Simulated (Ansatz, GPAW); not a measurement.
# In: programs and potentials compared

```
CELL_PARAMETERS angstrom
-1.88253 1.88253 1.88253
1.88253 -1.88253 1.88253
1.88253 1.88253 -1.88253
ATOMIC_POSITIONS crystal
In 0.00000 0.00000 0.00000
```

This isn't the form of In at room conditions, which is tetragonal.

Alike in all runs: task band structure; functional PBEsol; k mesh 10 × 10 × 10; occupations fermi-dirac, width 0.05 eV; no spin polarisation; no spin-orbit coupling. Pressure is positive in compression and, in plane waves, holds the error of the finite cutoff, which Ansatz's Pulay term estimates and takes out.

| program and potentials | plane-wave cutoff (eV) | notes | band gap (eV) | pressure (GPa) |
| --- | --- | --- | --- | --- |
| Ansatz, all-electron LAPW, scalar-relativistic | - | - | no gap | -1.33 |
| Ansatz, PAW datasets made for the crystal | 240 | - | no gap | -1.33 |
| GPAW, PAW data sets generated for this functional | 600 | - | no gap | -1.66 |

None finds a gap. The pressure spans -1.66 (GPAW, PAW data sets generated for this functional) to -1.33 GPa (Ansatz, all-electron LAPW, scalar-relativistic), with all-electron results at -1.33.

Differences between rows come from potentials, basis sets and numerical settings, since the functional is the same but for its coding. Runs on potential files found faulty are left out.

All three calculations describe body-centred cubic indium as a metal, as electron counting requires. The primitive cell holds one atom with the valence configuration s²p¹, and an odd number of electrons cannot fill spin-degenerate bands completely. The broad, overlapping s and p bands of a main-group metal point the same way, so the missing gap is not a delicate result and hardly tests the potentials.

The pressure is the more sensitive quantity. Its negative sign in every row means that the cell is stretched beyond the equilibrium volume of this cubic phase and would contract if relaxed. The all-electron and crystal-specific PAW values coincide at -1.33 GPa, which suggests that the PAW description of the core and its overlap with the valence shell is adequate at this volume. The more negative GPAW value probably reflects residual basis-set stress or differences in the datasets. Because cubic symmetry makes the stress isotropic, these pressures cannot reveal whether the lattice would gain energy by distorting tetragonally.
